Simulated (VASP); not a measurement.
Input of a VASP 6.6.1 run:

File INCAR:

```
SYSTEM = PtSe2
PREC = Accurate
ENCUT = 700
EDIFF = 1E-7
ISMEAR = 0
SIGMA = 0.02
LREAL = .FALSE.
LASPH = .TRUE.
NELM = 100
ALGO = Normal
ISIF = 3
LWAVE = .FALSE.
LCHARG = .FALSE.
GGA = PE
IVDW = 12
IBRION = 2
NSW = 80
EDIFFG = -0.002
KPAR = 4
```

KPOINTS

```
regular mesh
0
G
  9 9 6
  0 0 0
```

POSCAR

```
PtSe2
1.0
    3.7240000000      0.0000000000      0.0000000000
   -1.8620000000      3.2250786000      0.0000000000
    0.0000000000      0.0000000000      5.0620000000
Pt Se
1 2
Direct
    0.0000000000      0.0000000000      0.0000000000
    0.3333333300      0.6666666700      0.2500000000
    0.6666666700      0.3333333300      0.7500000000
```

Potentials or basis: VASP PAW PBE potentials, release 64 (Pt, Se).

The run is started by

```sh
$ cat potpaw_PBE.64/Pt/POTCAR potpaw_PBE.64/Se/POTCAR > POTCAR
$ mpirun -np 4 vasp_std > vasp.out
```

(1) Estimate the relaxed cell.

(2) What does it give for the dispersion energy per atom?

(3) What does it give for the space group after relaxing (to 0.05 Å)?

(4) Estimate the band gap on the k mesh.

## Answers

(1) a = 3.770 Å, b = 3.770 Å, c = 4.826 Å, α = 90.00°, β = 90.00°, γ = 120.00°.

(2) -0.490 eV.

(3) P-3m1 (No. 164).

(4) none (metal or under the smearing width).
